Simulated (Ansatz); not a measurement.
All numbers below come from DFT PBE, scalar-relativistic, plane waves, PAW in Ansatz 0.2.0. All cells share a 420 eV cutoff and Γ-centred k meshes spaced at most about 0.3 Å⁻¹ (about 0.25 or finer for metals, 2π included). No spin polarisation.

Temperature and zero-point effects are left out.

Two forms of Ta₄N were relaxed alike.

A.

```
Ta N
1.0
    -2.74638    2.74638    2.74638
     2.74638   -2.74638    2.74638
     2.74638    2.74638   -2.74638
Ta N
4 1
Direct
  0.00000 0.00000 0.50000
  0.00000 0.50000 0.00000
  0.50000 0.00000 0.00000
  0.50000 0.50000 0.50000
  0.00000 0.00000 0.00000
```

B.

```
Ta N
1.0
     5.25771    0.00000    0.00000
    -2.62886    4.55331    0.00000
     0.00000    0.00000    3.87553
Ta N
4 1
Direct
  0.50000 0.00000 0.00000
  0.00000 0.50000 0.00000
  0.50000 0.50000 0.00000
  0.00000 0.00000 0.50000
  0.00000 0.00000 0.00000
```

Question: Which is lower in energy, and by how much?

Answer: A is lower, by 213 meV/atom. A has space group Im-3m (No. 229), 16.6 Å³/atom and no gap on its mesh; B has space group P6/mmm (No. 191), 18.6 Å³/atom and no gap. Counting Ta atoms around N (those within 1.25 times the shortest such distance or 1.15 times the sum of covalent radii; a plus sign parts nearer from farther groups), A has N 8 and B has N 2+6. The denser one is the lower, and pressure would at first widen the difference. Even the lower one lies +0.57 eV/atom against the reference forms of the elements (uncorrected), so neither is stable at this level. Both come from invented guesses. The lowest form computed isn't among them: it has space group Pm-3m (No. 221), 15.8 Å³/atom and lies 1.00 eV/atom below the best shown.

These runs have no spin–orbit coupling, which can matter for Ta. A magnetic state wasn't ruled out in cells without spin, among them Im-3m, P6/mmm. Cells relaxed within their symmetry can be saddle points. Some candidate types were left out of the draw beforehand, so a known form may be missing.
